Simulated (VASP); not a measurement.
**PbSe in VASP 6.6.1, single-point calculation**

INCAR

```
IBRION = -1
ENCUT = 520
NELM = 76
LASPH = .TRUE.
NBANDS = 17
SIGMA = 0.02
ISMEAR = -1
LCHARG = .FALSE.
LREAL = .FALSE.
PREC = Accurate
ISIF = 2
NSW = 0
EDIFF = 1E-8
LWAVE = .FALSE.
GGA = PE
```

KPOINTS

```
KPOINTS created by Atomic Simulation Environment
0
Gamma
8 8 8
0 0 0
```

POSCAR

```
Pb Se
 1.0000000000000000
    -0.0844822184000000    3.0659940456000001    3.0659940456000001
     3.0659940456000001   -0.0844822184000000    3.0659940456000001
     3.0659940456000001    3.0659940456000001   -0.0844822184000000
 Pb  Se
   1   1
Cartesian
  0.0000000000000000  0.0000000000000000  0.0000000000000000
  3.0237529364000002  3.0237529364000002  3.0237529364000002
```

The recommended PBE PAW datasets give the neutral cell 20 valence electrons.

Command

```
mpirun -np 1 vasp_std
```

OSZICAR

```
N       E                     dE             d eps       ncg     rms          rms(c)
DAV:   1     0.156427893685E+03    0.15643E+03   -0.94808E+03  2218   0.119E+03
DAV:   2     0.337095229306E+01   -0.15306E+03   -0.14822E+03  2337   0.306E+02
DAV:   3    -0.821703607512E+01   -0.11588E+02   -0.11513E+02  2816   0.899E+01
DAV:   4    -0.850600572606E+01   -0.28897E+00   -0.28874E+00  2746   0.157E+01
DAV:   5    -0.851521883446E+01   -0.92131E-02   -0.92124E-02  3024   0.272E+00    0.271E+00
DAV:   6    -0.819268335980E+01    0.32254E+00   -0.82250E-01  3299   0.588E+00    0.147E+00
DAV:   7    -0.818857027941E+01    0.41131E-02   -0.12870E-01  2664   0.167E+00    0.840E-01
DAV:   8    -0.819229507973E+01   -0.37248E-02   -0.15072E-02  2574   0.128E+00    0.195E-01
DAV:   9    -0.819166632220E+01    0.62876E-03   -0.32879E-03  3419   0.519E-01    0.605E-02
DAV:  10    -0.819175973799E+01   -0.93416E-04   -0.24866E-04  2563   0.918E-02    0.215E-02
DAV:  11    -0.819176759964E+01   -0.78617E-05   -0.55544E-05  2887   0.750E-02    0.817E-03
DAV:  12    -0.819176765101E+01   -0.51363E-07   -0.30016E-06  2860   0.117E-02    0.198E-03
DAV:  13    -0.819176767768E+01   -0.26672E-07   -0.20297E-07  2657   0.381E-03    0.549E-04
DAV:  14    -0.819176771397E+01   -0.36293E-07   -0.73283E-08  2400   0.138E-03    0.150E-04
DAV:  15    -0.819176772108E+01   -0.71084E-08   -0.97500E-10  2462   0.239E-04
   1 F= -.81917677E+01 E0= -.81917627E+01  d E =-.101096E-04
```

From OUTCAR

```
k-points           NKPTS =     65   k-points in BZ     NKDIM =     65   number of bands    NBANDS=     17

   NELECT =      20.0000    total number of electrons

   dimension x,y,z NGX =    32 NGY =   32 NGZ =   32
   dimension x,y,z NGXF=    64 NGYF=   64 NGZF=   64

  energy-cutoff  :      520.00
  volume of cell :       60.02
      direct lattice vectors                 reciprocal lattice vectors
    -0.084482218  3.065994046  3.065994046    -0.156489076  0.160923251  0.160923251
     3.065994046 -0.084482218  3.065994046     0.160923251 -0.156489076  0.160923251
     3.065994046  3.065994046 -0.084482218     0.160923251  0.160923251 -0.156489076

 k-points in reciprocal lattice and weights: KPOINTS created by Atomic Simulation Env
   0.00000000  0.00000000  0.00000000       0.002
   0.12500000  0.00000000 -0.00000000       0.012
   0.25000000  0.00000000 -0.00000000       0.012
   0.37500000  0.00000000  0.00000000       0.012
   0.50000000  0.00000000 -0.00000000       0.006
   0.12500000  0.12500000  0.00000000       0.012
   0.25000000  0.12500000 -0.00000000       0.023
   0.37500000  0.12500000  0.00000000       0.023
   ...

 E-fermi :   4.6467

 k-point     1 :       0.0000    0.0000    0.0000
  band No.  band energies     occupation
      1     -12.2615      2.00000
      2     -12.2615      2.00000
      3     -12.2607      2.00000
      4     -12.2462      2.00000
      5     -12.2462      2.00000
      6      -8.6982      2.00000
      7      -1.8727      2.00000
      8       2.7455      2.00000
      9       2.7455      2.00000
     10       3.0435      2.00000
     11       9.0747      0.00000
     12       9.1552      0.00000
     13       9.1552      0.00000
     14      10.9597      0.00000
     15      10.9597      0.00000
     16      11.4996      0.00000
     17      12.6540      0.00000

 k-point     2 :       0.1250    0.0000   -0.0000
  band No.  band energies     occupation
      1     -12.2631      2.00000
      2     -12.2617      2.00000
      3     -12.2569      2.00000
      4     -12.2475      2.00000
      5     -12.2442      2.00000
      6      -8.5911      2.00000
      7      -2.2144      2.00000
      8       2.7935      2.00000
      9       2.9669      2.00000
     10       3.0924      2.00000
     11       8.1355      0.00000
     12       8.5284      0.00000
     13       8.5339      0.00000
     14      10.9333      0.00000
     15      11.2692      0.00000
     16      11.7590      0.00000
     17      13.6904      0.00000

 k-point     3 :       0.2500    0.0000   -0.0000
  band No.  band energies     occupation
      1     -12.2690      2.00000
      2     -12.2641      2.00000
      3     -12.2504      2.00000
      4     -12.2461      2.00000
      5     -12.2373      2.00000
      6      -8.2989      2.00000
      7      -2.9842      2.00000
      8       2.9300      2.00000
      9       3.1292      2.00000
     10       3.5304      2.00000
     11       6.7229      0.00000
     12       7.4732      0.00000
     13       7.5448      0.00000
     14      11.1339      0.00000
     15      12.0644      0.00000
     16      12.6026      0.00000
     17      15.4484      0.00000

 ...

  Total        0.0029630      0.0029630      0.0029630      0.1667566      0.1667566      0.1667566
  in kB        0.0790892      0.0790892      0.0790892      4.4510755      4.4510755      4.4510755
  external PRESSURE =       0.0790892 kB  Pullay stress =       0.0000000 kB

 POSITION                                       TOTAL-FORCE (eV/Angst)
 -----------------------------------------------------------------------------------
      0.00000      0.00000      0.00000         0.000000      0.000000      0.000000
      3.02375      3.02375      3.02375        -0.000000     -0.000000     -0.000000
 -----------------------------------------------------------------------------------
    total drift:                                0.000000     -0.000000     -0.000000

  FREE ENERGIE OF THE ION-ELECTRON SYSTEM (eV)
  ---------------------------------------------------
  free  energy   TOTEN  =        -8.1917677211 eV

  energy  without entropy=       -8.1917576114  energy(sigma->0) =       -8.19176267
```

It converged. Results: gap between bands v and c on the k mesh 0.20 eV; least direct gap on the k mesh 0.42 eV; pressure 0.0 GPa. Band v is the last that the valence electrons fill when counted band by band, and c is the next.

For comparison, a separate PBE run of the intended cell, on usual settings and not on those above, gives a gap of 0.20 eV on its mesh and a pressure of 0.0 GPa.

The run above took about 40 s on one core of a shared host (Intel Xeon Platinum 8488C) and held 0.21 GiB at most.
